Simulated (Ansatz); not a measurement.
# FeCo (Pm-3m): equation of state

The task here is to estimate one member of a computed series from the others.

Computed with Ansatz 0.2.0 (DFT PBE, scalar-relativistic, plane waves, PAW, unless a step's input says otherwise).

Spin polarisation is switched off on purpose; where the compound carries moments, volume, stiffness and gap are then not the real material's.

## The starting structure

It takes space group Pm-3m (No. 221, cubic). The conventional cell has a = 2.761 Å, b = 2.761 Å, c = 2.761 Å, α = 90.00°, β = 90.00°, γ = 90.00°. Fe (site symmetry m-3m) is surrounded by 8 Co at 2.39 Å. Co (site symmetry m-3m) has 8 Fe at 2.39 Å as nearest neighbours.

Coordinates:

```cif
data_structure
_symmetry_space_group_name_H-M 'P 1'
_symmetry_Int_Tables_number 1
_cell_length_a 2.7605
_cell_length_b 2.7605
_cell_length_c 2.7605
_cell_angle_alpha 90.000
_cell_angle_beta 90.000
_cell_angle_gamma 90.000
_cell_volume 21.04
loop_
_atom_site_label
_atom_site_type_symbol
_atom_site_fract_x
_atom_site_fract_y
_atom_site_fract_z
_atom_site_occupancy
Fe1 Fe 0.50000 0.50000 0.50000 1
Co1 Co 0.00000 0.00000 0.00000 1
```

This cell comes from an earlier session at PBE: 10.518 Å³/atom at -0.01 GPa, on a 16×16×16 mesh.

Volume factors to run: 0.980, 1.020, 0.960, 1.040.

Set-up of the first run:

input.yaml reads:

```yaml
crystal:
  lattice:
    - [2.7419749306, 0.0, 0.0]
    - [0.0, 2.7419749306, 0.0]
    - [0.0, 0.0, 2.7419749306]
  atoms:
    - { symbol: Fe, position: [0.5, 0.5, 0.5] }
    - { symbol: Co, position: [0.0, 0.0, 0.0] }
basis:
  ecutwfc: 420
  ecutrho_ratio: 4
kpoints:
  mp_grid: { grid: [16, 16, 16] }
hamiltonian:
  xc: pbe
scf:
  occupations: { method: gaussian, width: 0.05 }
output:
  forces: true
  stress: true
  eigenvalues: true
```

Started as:

```
$ ansatz run input.yaml --threads 1 --pin off --max-ram 2560MiB --backend cpu --events-out ev --progress --plain --runs-dir out
```

Steps of the session up to this table: Scaling the volume by 0.980; Volume × 1.020; At 0.960 of the relaxed volume; At 1.040 of the relaxed volume.

One table of the session follows, with a row left open; its other results are not shown here.

It belongs to the step «The fit». 

```
volume (Å³/atom)  energy (meV/atom)  pressure (GPa)
          10.097              14.26           11.44
          10.308                  ?               ?
          10.518               0.00           -0.01
          10.728               3.34           -4.83
          10.939              12.65           -9.14
```

Q: Estimate the row for volume (Å³/atom) = 10.308 from the others.

Worked estimate for «energy (meV/atom)». A straight line through the neighbours (10.097, 14.26) and (10.518, 0.00) gives 14.26 + (0.00 − 14.26) × (10.308 − 10.097) / (10.518 − 10.097) = 7.11; a parabola fitted to 3 rows on both sides gives 3.62.

As computed: energy (meV/atom): 3.37; pressure (GPa): 5.39. In «energy (meV/atom)» the line misses by +3.74 and the parabola by +0.25.
